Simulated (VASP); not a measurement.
GaN:

```
Ga N
1.0
     3.18893    0.00000    0.00000
    -1.59447    2.76169    0.00000
     0.00000    0.00000    5.19236
Ga N
2 2
Direct
  0.66667 0.33333 0.49908
  0.33333 0.66667 0.99908
  0.66667 0.33333 0.87592
  0.33333 0.66667 0.37592
```

The cell is a database's computed one.

* Program: VASP 6.6.1
* Task: relaxation of cell and atoms
* Functional: PBEsol
* Potentials or basis: VASP PAW PBE potentials, release 64 (Ga, N)
* Cutoff: 580 eV
* k mesh: 12 × 12 × 6
* Occupations: gaussian, width 0.02 eV
* Spin: no spin polarisation

At the start: pressure 5.5 GPa; volume 11.43 Å³/atom.

**Question.** How do energy, volume and symmetry change on relaxing?

**Answer.** Over 7 steps the energy falls by 5.1 meV/atom and the volume is 11.74 Å³/atom (+2.7 %); space group P6_3mc (No. 186, to 0.05 Å).

Step by step:
```
step  energy change (eV)  largest force (eV/Å)  pressure (GPa)  volume (Å³)
   1              0.0000                0.0041            5.50        45.73
   2              0.0057                0.0236           -5.59        48.38
   3             -0.0202                0.0108           -0.02        46.94
   4             -0.0202                0.0105            0.08        46.92
   5             -0.0202                0.0012            0.08        46.92
   6             -0.0202                0.0028            0.08        46.92
   7             -0.0202                0.0018           -0.05        46.95
```

Final structure:
```
Ga N
1.0
     3.21847    0.00000    0.00000
    -1.60923    2.78728    0.00000
     0.00000    0.00000    5.23345
Ga N
2 2
Direct
  0.66667 0.33333 0.49898
  0.33333 0.66667 0.99898
  0.66667 0.33333 0.87602
  0.33333 0.66667 0.37602
```

Caveat: the PAW data sets were made with another functional, which shifts forces and pressure a little.
